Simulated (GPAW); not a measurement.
# Ni (Fm-3m) in GPAW: convergence with basis set

Aim: find how far basis set must go before the results for Ni settle, at PBE. This setting moves, with any that are tied to it; all else stays.

Everything below comes from runs of GPAW 26.7.0. Logs are shortened: lines on timing, memory, paths and dates and some standing lists are left out, and cuts for length are marked. The log counts tension as positive stress, the text compression.

## Step 1: The structure

The structure is cubic, space group Fm-3m (No. 225). The conventional cell has a = 3.475 Å, b = 3.475 Å, c = 3.475 Å, α = 90.00°, β = 90.00°, γ = 90.00°. Ni (site symmetry m-3m) is surrounded by 12 Ni at 2.46 Å.

## Step 2: With basis set lcao:sz(dzp)

Contents of run.py:

```python
from ase import Atoms
from ase.dft.bandgap import bandgap
from ase.io import write
from gpaw import GPAW

atoms = Atoms(['Ni'],
              cell=[[0.0, 1.737572933, 1.737572933],
                    [1.737572933, 0.0, 1.737572933],
                    [1.737572933, 1.737572933, 0.0]],
              scaled_positions=[[0.0, 0.0, 0.0]],
              pbc=True)
atoms.set_initial_magnetic_moments([1.0])

calc = GPAW(mode='lcao',
            h=0.16,
            basis='sz(dzp)',
            xc='PBE',
            kpts={'size': (13, 13, 13), 'gamma': True},
            occupations={'name': 'fermi-dirac', 'width': 0.05},
            convergence={'density': 1e-05, 'energy': 1e-05},
            maxiter=100,
            txt='gpaw.txt')
atoms.calc = calc
energy = atoms.get_potential_energy()
forces = atoms.get_forces()
calc.write('gs.gpw')
write('result.traj', atoms)
print(f'Energy: {energy:.6f} eV')
print('Forces (eV/A):')
print(forces.round(4))
print('Moments:', calc.get_magnetic_moments().round(3))
print('Fermi level:', round(calc.get_fermi_level(), 4), 'eV')
print(f'Gap: {bandgap(calc)[0]:.4f} eV, direct: {bandgap(calc, direct=True)[0]:.4f} eV')
```

Potentials or basis: GPAW PAW data sets (gpaw-data 1.2.1), lcao:sz(dzp).

The run is started by

```
OMP_NUM_THREADS=1 python run.py
```

Run time: 9.9 min. Hardware: 1 thread of Arm Neoverse V1, shared host; peak memory 0.15 GiB.

What came out:

- Free energy: -6.5085 eV
- Band gap on the k mesh: none (metal or under the smearing width)
- Net moment: 0.64 μB per cell
- Site moments: Ni +0.65 μB

## Step 3: With basis set lcao:szp(dzp)

run.py, as its differences from that of step 2:

```diff
@@ -15,3 +15,3 @@
             h=0.16,
-            basis='sz(dzp)',
+            basis='szp(dzp)',
             xc='PBE',
```

Potentials or basis: GPAW PAW data sets (gpaw-data 1.2.1), lcao:szp(dzp).

The run is started by

```
OMP_NUM_THREADS=1 python run.py
```

Wall time 17 min (1 thread of Arm Neoverse V1, shared host); peak memory 0.16 GiB.

Results:

```yaml
Free_energy: -6.6607 eV
Band_gap_on_the_k_mesh: none (metal or under the smearing width)
Net_moment: 0.63 μB per cell
Site_moments: Ni +0.65 μB
```

## Step 4: With basis set lcao:dz(dzp)

run.py, as its differences from that of step 3:

```diff
@@ -15,3 +15,3 @@
             h=0.16,
-            basis='szp(dzp)',
+            basis='dz(dzp)',
             xc='PBE',
```

Potentials or basis: GPAW PAW data sets (gpaw-data 1.2.1), lcao:dz(dzp).

The run is started by

```
OMP_NUM_THREADS=1 python run.py
```

gpaw.txt:

```text
__  _  _
 | _ |_)|_||  |
 |__||  | ||/\| - 26.7.0

Input parameters:
  mode=LCAO(),
  basis={'default': 'dz(dzp)'},
  convergence={'density': 1e-05, 'energy': 1e-05},
  h=0.16,
  kpts=MonkhorstPack(size=(13, 13, 13), gamma=True),
  maxiter=100,
  occupations=Occupations(name='fermi-dirac', width=0.05),
  xc=XC(name='PBE')

       Ni

Atoms  # Å, Bohr magnetons
|   | symbol |        x |        y |        z |    initial magnetic moments |
|---|--------|----------|----------|----------|-----------------------------|
| 0 |     Ni | 0.000000 | 0.000000 | 0.000000 | ( 0.0000,  0.0000,  1.0000) |

Unit cell  # Å
| periodic |        x |        y |        z |  lengths |    angles |
|----------|----------|----------|----------|----------|-----------|
|      yes | 0.000000 | 1.737573 | 1.737573 | 2.457299 | 60.000000 |
|      yes | 1.737573 | 0.000000 | 1.737573 | 2.457299 | 60.000000 |
|      yes | 1.737573 | 1.737573 | 0.000000 | 2.457299 | 60.000000 |

Number of symmetries: 48
Symmetry operations  # r_c * U_cc + t_c -> r_c
|    | kind |            matrix            |
|----|------|------------------------------|
|  0 |  σ   |  1, 0, 0,  1, 0,-1,  1,-1, 0 |
|  1 |  C2  |  1, 0, 0,  1,-1, 0,  1, 0,-1 |
|  2 |  E   |  1, 0, 0,  0, 1, 0,  0, 0, 1 |
|  3 |  σ   |  1, 0, 0,  0, 0, 1,  0, 1, 0 |
|  4 |  C4  |  1, 0,-1,  1, 0, 0,  1,-1, 0 |
|  5 |  S6  |  1, 0,-1,  1,-1, 0,  1, 0, 0 |
|  6 |  σ   |  1, 0,-1,  0, 1,-1,  0, 0,-1 |
|  7 |  C3  |  1, 0,-1,  0, 0,-1,  0, 1,-1 |
|  8 |  S6  |  1,-1, 0,  1, 0, 0,  1, 0,-1 |
|  9 |  C4  |  1,-1, 0,  1, 0,-1,  1, 0, 0 |
| 10 |  C3  |  1,-1, 0,  0,-1, 1,  0,-1, 0 |
| 11 |  σ   |  1,-1, 0,  0,-1, 0,  0,-1, 1 |
| 12 |  σ   |  0, 1, 0,  1, 0, 0,  0, 0, 1 |
| 13 |  C4  |  0, 1, 0,  0, 1,-1, -1, 1, 0 |
| 14 |  C3  |  0, 1, 0,  0, 0, 1,  1, 0, 0 |
[... 319 lines left out ...]
    FST axes: []

xc functional:
  name: PBE with 2 nearest neighbor stencil
interpolation: tri-quintic # 5. degree polynomial

convergence criteria:
- Maximum integral of absolute [dens]ity change: 1e-05 electrons / valence electron
- Maximum [total energy] change in last 3 cyles: 1e-05 eV / valence electron
- Maximum integral of absolute [eigenst]ate change: 4e-08 eV^2 / valence electron
maximum number of iterations: 100

SCF iterations
|iter     | |      energy | eigst |  dens |  magmom |
|---------|-|-------------|-------|-------|---------|
|iter:   1| |   -6.668956 |      c|       |  +0.9900|
|iter:   2| |   -6.680577 |      c| -1.57 |  +0.9743|
|iter:   3| |   -6.813987 |      c| -1.58 |  +0.6510|
|iter:   4| |   -6.814331 |      c| -2.47 |  +0.6645|
|iter:   5| |   -6.813208 |      c| -2.19 |  +0.6298|
|iter:   6| |   -6.813270 |      c| -3.69 |  +0.6302|
|iter:   7| |   -6.813301c|      c| -3.98 |  +0.6300|
|iter:   8| |   -6.813304c|      c| -4.51 |  +0.6299|
|iter:   9| |   -6.813306c|      c| -4.76 |  +0.6299|
|iter:  10| |   -6.813306c|      c| -5.19c|  +0.6299|

Converged in 10 steps
Energy contributions relative to reference atoms: (reference = -41367.998447)

Energy contributions:
  Kinetic:           9.020143
  Coulomb:          -6.214031
  Zero:             -0.051771
  External:          0.000000
  Xc:               -9.561611
  Entropy:          -0.012072
  Spinorbit:         0.000000
  ----------------------------
  Free energy:      -6.819342
  Extrapolated:     -6.813306

dipole moment: (-7.138368, -7.138368, -7.138368)  # |e|*Ang

Total magnetic moment: (0.000000, 0.000000, 0.629899)

Local magnetic moments
|        x |        y |        z |
|----------|----------|----------|
| 0.000000 | 0.000000 | 0.661943 |  # Ni   0

Fermi level: 9.080
Eigenvalues  # (at kpt = [0.000, 0.000, 0.000])
| band index |      eig [eV] | occ [0-1] |      eig [eV] | occ [0-1] |
|------------|---------------|-----------|---------------|-----------|
|          0 |       -54.954 |     1.000 |       -54.135 |     1.000 |
|          1 |       -54.953 |     1.000 |       -54.134 |     1.000 |
|          2 |       -54.953 |     1.000 |       -54.134 |     1.000 |
|          3 |        -0.376 |     1.000 |        -0.407 |     1.000 |
|          4 |         6.499 |     1.000 |         7.256 |     1.000 |
|          5 |         6.499 |     1.000 |         7.256 |     1.000 |
|          6 |         6.499 |     1.000 |         7.256 |     1.000 |
|          7 |         7.749 |     1.000 |         8.342 |     1.000 |
|          8 |         7.749 |     1.000 |         8.342 |     1.000 |
|          9 |        40.374 |     0.000 |        40.478 |     0.000 |
|         10 |        40.376 |     0.000 |        40.480 |     0.000 |
|         11 |        40.376 |     0.000 |        40.480 |     0.000 |

No gap
No difference between direct/indirect transitions

Forces  # eV/Ang
|        x |        y |        z |
|----------|----------|----------|
| -0.00000 | -0.00000 | -0.00000 |  # Ni   0

# Writing to gs.gpw (mode='')
```

stdout:

```text
Energy: -6.813306 eV
Forces (eV/A):
[[-0. -0. -0.]]
Moments: [0.662]
Fermi level: 9.0796 eV
Gap: 0.0000 eV, direct: 0.0000 eV
```

Wall time 16 min (1 thread of Arm Neoverse V1, shared host); peak memory 0.18 GiB.

What came out:

```
Free energy            : -6.8193 eV
Band gap on the k mesh : none (metal or under the smearing width)
Net moment             : 0.63 μB per cell
Site moments           : Ni +0.66 μB
```

## Step 5: With basis set lcao:dzp

run.py, as its differences from that of step 4:

```diff
@@ -15,3 +15,3 @@
             h=0.16,
-            basis='dz(dzp)',
+            basis='dzp',
             xc='PBE',
```

Potentials or basis: GPAW PAW data sets (gpaw-data 1.2.1), lcao:dzp.

The run is started by

```
OMP_NUM_THREADS=1 python run.py
```

It took 4.9 min on 1 thread of Arm Neoverse V1, shared host.

The run was cut off at its time limit.

## Step 6: Result

| basis set | energy less the tightest run, at zero smearing (meV/atom) | largest site moment (μB) | SCF cycles | CPU time (s) | peak memory (GiB) |
| --- | --- | --- | --- | --- | --- |
| lcao:sz(dzp) | 310.72 | 0.65 | 9 | 590 | 0.15 |
| lcao:szp(dzp) | 158.68 | 0.65 | 10 | 990 | 0.16 |
| lcao:dz(dzp) | 0.00 | 0.66 | 10 | 960 | 0.18 |
| lcao:dzp | timed out after 290 s | - | - | - | - |

Against the tightest run, the largest site moment stays within 0.02 μB from lcao:sz(dzp) on. Not settled before the last step: the energy (to 1 meV/atom). The tightest run that finished is the yardstick and may itself not be fully converged.

Caveats: the real-space grid adds noise to forces; the basis of atomic orbitals isn't converged, which shifts pressures, moduli and gaps.
